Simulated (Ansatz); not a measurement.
**Rb (hcp)**

Computed with Ansatz (plane waves, PAW, 500 eV cutoff): r²SCAN, scalar-relativistic, no spin polarisation, 10×10×6 k-mesh, Gaussian smearing of 0.05 eV; PAW files: Ansatz's generated set soft_2.

```
CELL_PARAMETERS angstrom
5.12828 0.00000 0.00000
-2.56414 4.44122 0.00000
0.00000 0.00000 8.37619
ATOMIC_POSITIONS crystal
Rb 0.33333 0.66667 0.75000
Rb 0.66667 0.33333 0.25000
```

At room temperature and ambient pressure Rb is bcc.

Path: Γ–M–K–Γ–A–L–H–A | L–M | H–K, with Γ = (0.000, 0.000, 0.000), M = (0.500, 0.000, 0.000), K = (0.333, 0.333, 0.000), A = (0.000, 0.000, 0.500), L = (0.500, 0.000, 0.500), H = (0.333, 0.333, 0.500) in reciprocal vectors of the calculation's cell.

Question: Is it a metal or an insulator, and if it has a gap, where are the band edges on this path?

Answer: A metal: bands cross the Fermi level.

Bands as a text map, energy in eV from the Fermi level (dashes), each leg drawn with the same width:
```
  3.71 |* **  ***  *** *  * ******** *               *  *     *****  *     
  3.43 | *       *       * **    *    *                               *    
  3.14 |  ***     **     *        *                    *               **  
  2.86 |    **     **** * **       *   ******         *   ******         **
  2.57 |   * ******  *** *          ****     **      *****  **  ***       *
  2.29 |      ********  * *        *    *      *    *         *****     ** 
  2.00 |    *                     *             *    *                **   
  1.71 |      ***** **** *       *       *       * **           *** **  ***
  1.43 |     ********   *       *                 **          ****** ***   
  1.14 |    **       * ***     *          *     ***         ****   ***     
  0.86 |   ** *       *   *   *            ******         ***       *******
  0.57 |***        ***     ***             ****    *      ***              
  0.29 |**     *****   *    **            *                  ******        
  0.00 |-------*--------------*---------------------*------------**--------
 -0.29 |      *                **        *           *                     
 -0.57 |                *        *      *                                  
 -0.86 |     *           *        *    *              *                    
 -1.14 |    *                      * **                **                  
 -1.43 |   *              *        **                    *                 
 -1.71 |  *                *     **                                        
 -2.00 |**                  *****                                          
 -2.29 |                                                                   
 -2.57 |                                                                   
 -2.86 |                                                                   
 -3.14 |                                                                   
 -3.43 |                                                                   
 -3.71 |                                                                   
 -4.00 |                                                                   
        Γ      M      K      Γ      A      L      H      AL       MH      K
```
